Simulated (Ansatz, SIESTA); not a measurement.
TiTe2: 3 runs at one level of theory

```
Te Ti
1.0
     3.77700    0.00000    0.00000
    -1.88850    3.27098    0.00000
     0.00000    0.00000    6.49800
Te Ti
2 1
Direct
  0.33333 0.66667 0.73720
  0.66667 0.33333 0.26280
  0.00000 0.00000 0.00000
```

Alike in all runs: task band structure; functional PBE; k mesh 8 × 8 × 4; occupations fermi-dirac, width 0.05 eV; no spin polarisation; no spin-orbit coupling. Pressure is positive in compression and, in plane waves, holds the error of the finite cutoff, which Ansatz's Pulay term estimates and takes out.

```json
{"program and potentials": "Ansatz, Ansatz PAW", "plane-wave cutoff (eV)": "420", "notes": "Pulay term of +0.02 GPa included", "pressure (GPa)": "0.91"}
{"program and potentials": "SIESTA, files PseudoDojo sr-pbe-0.4.1-standard, DZP (energy shift 0.003 Ry; two zetas on semicore shells)", "plane-wave cutoff (eV)": "-", "notes": "atomic basis", "pressure (GPa)": "1.92"}
{"program and potentials": "Ansatz, all-electron LAPW, scalar-relativistic", "plane-wave cutoff (eV)": "-", "notes": "-", "pressure (GPa)": "0.91"}
```

The pressure spans 0.91 (Ansatz, Ansatz PAW) to 1.92 GPa (SIESTA, files PseudoDojo sr-pbe-0.4.1-standard, DZP (energy shift 0.003 Ry; two zetas on semicore shells)), with all-electron results at 0.91. Rows in atomic bases carry the error of their basis and grid, which can be large.

Differences between rows come from potentials, basis sets and numerical settings, since the functional is the same but for its coding. Runs on potential files found faulty are left out.
